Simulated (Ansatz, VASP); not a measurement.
**Pd: VASP beside Ansatz**

INCAR

```
SYSTEM = Pd
ALGO = Normal
EDIFF = 1E-7
EDIFFG = -0.01
ENCUT = 600
GGA = PE
IBRION = 2
ISIF = 3
ISMEAR = -1
LASPH = .TRUE.
LCHARG = .FALSE.
LREAL = .FALSE.
LWAVE = .FALSE.
NELM = 80
NSW = 60
PREC = Accurate
SIGMA = 0.05
```

Contents of KPOINTS:

```
k-points
0
G
  12 12 12
  0 0 0
```

Contents of POSCAR:

```
Pd
1.0
    0.0000000000      1.9465000000      1.9465000000
    1.9465000000      0.0000000000      1.9465000000
    1.9465000000      1.9465000000      0.0000000000
Pd
1
Direct
    0.0000000000      0.0000000000      0.0000000000
```

The input input.yaml:

```yaml
crystal:
  lattice:
    - [0.0, 1.9465, 1.9465]
    - [1.9465, 0.0, 1.9465]
    - [1.9465, 1.9465, 0.0]
  atoms:
    - { symbol: Pd, position: [0.0, 0.0, 0.0] }
hamiltonian:
  xc: pbe
  pseudopotentials: { kind: paw }
kpoints:
  mp_grid: { grid: [12, 12, 12] }
scf:
  occupations: { method: fermi_dirac, width: 0.05 }
output:
  forces: true
  stress: true
  write_density: true
  write_potential: true
  elf: true
  volumetric_format: npy
relax:
  f_tol: 0.01
  max_steps: 40
  cell: { stress_tol: 0.05 }
```

Alike in both runs: task relaxation of cell and atoms; functional PBE; k mesh 12 × 12 × 12; occupations fermi-dirac, width 0.05 eV; no spin polarisation.

```csv
,VASP,Ansatz
version,VASP 6.6.1,Ansatz 0.2.0
potentials or method,"VASP PAW PBE potentials, release 64 (Pd)",Ansatz PAW
plane-wave cutoff (eV),600,420
valence electrons in the cell,10,18
```

|  | VASP | Ansatz | Ansatz less VASP |
| --- | --- | --- | --- |
| gap on the k mesh at the Fermi level, each at its own relaxed structure (eV) | none | none | - |
| relaxed volume (Å³/atom) | 15.29 | 15.31 | +0.029 |
| relaxed cell length with the largest relative difference (Å) | 2.786 | 2.787 | +0.0018 |
| energy change over the relaxation (meV/atom) | -10 | -12 | -1.3 |

A gap of «none» marks a metal or a gap that the smearing closes. The two sets of potentials don't hold the same shells in valence.

Caveats: the plane-wave basis is chosen anew once the cell has moved, so the energies of steps on either side of that aren't comparable (Ansatz). PBE usually gives volumes a little too large and moduli too small. Zero-point motion and thermal expansion aren't in these numbers.
